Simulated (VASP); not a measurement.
Runs of VASP 6.6.1 on TaS2. The structure is trigonal, space group P-3m1 (No. 164). The conventional cell has a = 3.350 Å, b = 3.350 Å, c = 5.860 Å, α = 90.00°, β = 90.00°, γ = 120.00°. Ta (site symmetry -3m) is surrounded by 6 S at 2.43 Å. S (site symmetry 3m) has 3 Ta at 2.43 Å as nearest neighbours. 

```csv
task,level,cell,cutoff (eV),smearing,gap on the mesh (eV),pressure (GPa),relaxed volume (Å³/atom),largest force (eV/Å)
relaxation of cell and atoms,BLYP+D4,relaxed,600,fermi-dirac 0.05 eV,none,0.0,19.50,0.01
relaxation of cell and atoms,BLYP+D3,relaxed,600,fermi-dirac 0.05 eV,none,0.0,20.06,-
single point,PBE,as given,520,gaussian 0.028 eV,none,9.1,-,(a)
relaxation of cell and atoms,BLYP+D3(BJ),relaxed,600,fermi-dirac 0.05 eV,none,0.0,(b),-
```

Alike in all rows: potentials or basis VASP PAW PBE potentials, release 64 (Ta_pv, S); no spin polarisation; k mesh 9 × 9 × 5.

Q: Estimate the missing entries.

A: (a) 1.26; (b) 18.44.

Caveats: the PAW data sets were made with another functional, which shifts forces and pressure a little (some runs); this functional lacks dispersion, which binds the layers, so the pressure and a relaxed spacing across them are unreliable (some runs); forces of over 1 eV/Å show positions far from the minimum, so gaps and moduli don't describe the material at rest (some runs).

A k mesh can miss the band edges, and the runs leave out spin-orbit coupling on Ta.

A gap of «none» marks a metal or a gap under the smearing width.
